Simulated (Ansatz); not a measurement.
# Ionic part of the dielectric constant of MgSe at 12 GPa, mode by mode

Theory: DFT PBE, scalar-relativistic, plane waves, PAW in Ansatz. Cutoff 420 eV, 10×10×10 k-points (Γ-centred), fixed occupations. No spin polarisation. Phonons by linear response, acoustic sum rule imposed.

The structure is cubic, space group Fm-3m (No. 225). Conventional cell: a = 5.246 Å, b = 5.246 Å, c = 5.246 Å, α = 90.00°, β = 90.00°, γ = 90.00°. Around Mg (site symmetry m-3m) lie 6 Se at 2.62 Å. Se (site symmetry m-3m) has 6 Mg at 2.62 Å as nearest neighbours.

The primitive cell has V = 36.09 Å³ and ε∞,zz = 6.541. Each polar mode adds Δε = (4.92064×10⁷/V)·S/ν² along z, with S its oscillator strength in e²/amu, ν in cm⁻¹ and V in Å³.

Task: From these modes, find each Δε and ε0,zz.
| ν (cm⁻¹) | S_zz (e²/amu) |
| --- | --- |
| 255.6 | 0.2857 |

Result:
```json
{"ν (cm⁻¹)": "255.6", "Δε": "5.96"}
```

The sum is 5.963, so ε0,zz = 12.50; the run's tensor has 12.50.

Task: Where do the longitudinal modes lie for a wave vector along z?

Result: At 353 cm⁻¹. The Lyddane–Sachs–Teller product Π(ν_LO/ν_TO)² = 1.91 matches ε0/ε∞ = 1.91.

Cost: 1 run of about 2.2 core-minutes, on Arm Neoverse N1 (shared hosts).